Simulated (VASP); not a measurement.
GaN, 4 atoms in the cell. It takes space group P6_3/mmc (No. 194, hexagonal). The conventional cell has a = 3.300 Å, b = 3.300 Å, c = 4.756 Å, α = 90.00°, β = 90.00°, γ = 120.00°. Ga (site symmetry -6m2) has 3 N at 1.91 Å as nearest neighbours. N (site symmetry -6m2) is surrounded by 3 Ga at 1.91 Å. The cell was built by a generator and needn't be a form met in nature.

| Quantity | Value |
| --- | --- |
| Program | VASP 6.6.1 |
| Task | single point |
| Functional | PBE |
| Potentials or basis | VASP PAW PBE potentials, release 64 (Ga_d, N) |
| Cutoff | 520 eV |
| k mesh | 6 × 6 × 4 |
| Occupations | gaussian, width 0.01 eV |
| Spin | no spin polarisation |
| Dipole correction | no |
| Further INCAR settings | ALGO = Normal; EDIFF = 1e-06; NBANDS = 26 |

Potentials or basis: VASP PAW PBE potentials, release 64 (Ga_d, N).

Run with:

```sh
$ cat potpaw_PBE.64/Ga_d/POTCAR potpaw_PBE.64/N/POTCAR > POTCAR
$ mpirun -np 1 vasp_std > vasp.out
```

Hardware: 1 thread of Intel(R) Xeon(R) 6975P-C (Granite Rapids), on a shared host.

Task: Estimate the wall time of this run.

Result: It took 12 s on 1 thread of Intel(R) Xeon(R) 6975P-C (Granite Rapids) (shared host), peak memory 0.17 GiB. Counts: scf iterations 14, k points 21.
